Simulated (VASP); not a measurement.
**Results of a VASP single-point calculation on BAs (zincblende)**

POSCAR

```
B  As
 1.0000000000000000
     0.0000000000000000    2.3918676084804957    2.3918676084804957
     2.3918676084804957    0.0000000000000000    2.3918676084804957
     2.3918676084804957    2.3918676084804957    0.0000000000000000
 B   As
   1   1
Cartesian
  0.0000000000000000 -0.0000000000000000 -0.0000000000000000
  1.1959338042402479  1.1959338042402479  1.1959338042402479
```

The gap between bands v and c is 2.53 eV. The least direct gap is 4.79 eV.

Band v is the last that the valence electrons fill when counted band by band, and c is the next. Levels in eV from the top of v:

```csv
point,v−1,v,c,c+1
Γ,0.00,0.00,4.79,4.79
X,-4.49,-4.49,2.77,2.83
W,-6.02,-5.71,6.89,7.87
K,-6.53,-3.84,3.45,7.27
L,-2.01,-2.01,4.23,6.40
```

Problem. Which of these levels of theory gave these results?
A. LDA
B. HSE06
C. PBE0
D. PBE
E. r²SCAN
F. PBE with spin–orbit coupling
G. PBEsol

Solution. C.

The INCAR was:

```
AEXX = 0.25
SIGMA = 0.01
LCHARG = .FALSE.
LREAL = .FALSE.
ENCUT = 520
GGA = PE
HFRCUT = -1
NBANDS = 11
IBRION = -1
ISMEAR = 0
PREC = Accurate
LWAVE = .FALSE.
NELM = 120
LASPH = .TRUE.
NSW = 0
PRECFOCK = Fast
ISTART = 1
LHFCALC = .TRUE.
ISIF = 2
ALGO = Normal
EDIFF = 1E-7
```
